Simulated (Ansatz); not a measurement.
# ZnS under pressure: fit and missing row

ZnS, P6_3mc, a = 3.782 Å, c = 6.207 Å. The compound has several low-lying forms, and this is one of them. Ansatz: PBEsol, PAW, 420 eV, Γ-centred 12×12×6 mesh on 4 atoms, Gaussian smearing 0.02 eV; no spin polarisation. Cell and atoms are relaxed at each pressure, and no other structure is tried; the real crystal is known to change phase within this range, so the rows at high pressure are metastable.

| V (Å³/atom) | P (GPa) |
| --- | --- |
| ? | 40.02 |
| 16.156 | 20.01 |
| 17.365 | 10.00 |
| 18.174 | 5.00 |
| 18.766 | 2.00 |
| 19.221 | 0.02 |
| 19.751 | -2.00 |

Task: Take V0 = 19.221 Å³/atom, count pressures from its P0 = 0.02 GPa, fit the third-order Birch–Murnaghan form to the other rows, and predict the missing volume.

Result: With the Eulerian strain f = ½[(V0/V)^(2/3) − 1] and y = (P − P0)/[3f(1 + 2f)^(5/2)], the form is the line y = B0 + 1.5 B0 (B0′ − 4) f. Rows (f, y): 0.06139, 81.3; 0.03502, 80.2; 0.01902, 79.5; 0.00805, 78.8; -0.00899, 78.4. Means f = 0.02290, y = 79.640; Σ(Δf)² = 0.002881, ΣΔfΔy = 0.1232; the slope is their ratio. y = 78.66 + 42.78 f GPa, so B0 = 78.7 GPa and B0′ = 4 + 2 × (42.78)/(3 × 78.66) = 4.36. P = 40.02 GPa is met at f = 0.10130 (y = 82.99), so V = V0 (1 + 2f)^(−3/2) = 14.575 Å³/atom. The run gave 14.559 Å³/atom, so the fit is 0.016 Å³/atom too high, 0.31 % of the span of the series, against an rms of 0.0009 Å³/atom on the fitted rows. The row lies outside the fitted range. A fourth-order term fitted to the same rows gives P = 40.45 GPa at this row's volume (the line 40.27, the run 40.02), no gain.

Cost: 7 runs of about 7 core-minutes in all, on Arm Neoverse V1 (shared hosts).